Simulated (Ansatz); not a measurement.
## MgO: excitons and shallow donors from band masses and screening

The calculation used Ansatz, DFT r2SCAN, scalar-relativistic, plane waves, PAW.

Cutoff 500 eV; k points 10×10×10 on the computed 2-atom cell (Γ-centred); Gaussian smearing, width 0.02 eV; no spin polarisation.

Relaxed cell: Fm-3m, a = 4.204 Å, b = 4.204 Å, c = 4.204 Å, α = 90.00°, β = 90.00°, γ = 90.00°, 2 atoms in the primitive cell.

The calculation gives a Kohn–Sham gap of 5.68 eV, an electron mass of 0.364 mₑ and a hole mass of 0.894 mₑ (harmonic means over x, y, z and over the bands degenerate at each edge), and ε∞ = 2.96 (independent particles, mean of the diagonal).

Estimate the binding energy and radius of a Wannier–Mott exciton and of a shallow donor, and say whether the hydrogenic model can hold.

The reduced mass is μ = mₙmₕ/(mₙ + mₕ) = 0.259 mₑ, with mₙ and mₕ the band masses. With E_b = 13.606 eV × μ/ε² and a = 0.529 Å × ε/μ (μ in mₑ) the exciton has E_b = 402 meV and a = 6.1 Å. For a donor μ is the electron mass: 565 meV and 4.3 Å. The radius isn't large against the shortest lattice vector (2.97 Å), so the continuum picture is doubtful and the numbers are only a scale. In a polar crystal the ions screen too, so a state bound more weakly than an optical phonon feels the larger static constant, which lowers the energy and widens the orbit. The other way, the small Kohn–Sham gap and the missing local fields make ε∞ too large and the masses tend to be too light, which underbinds.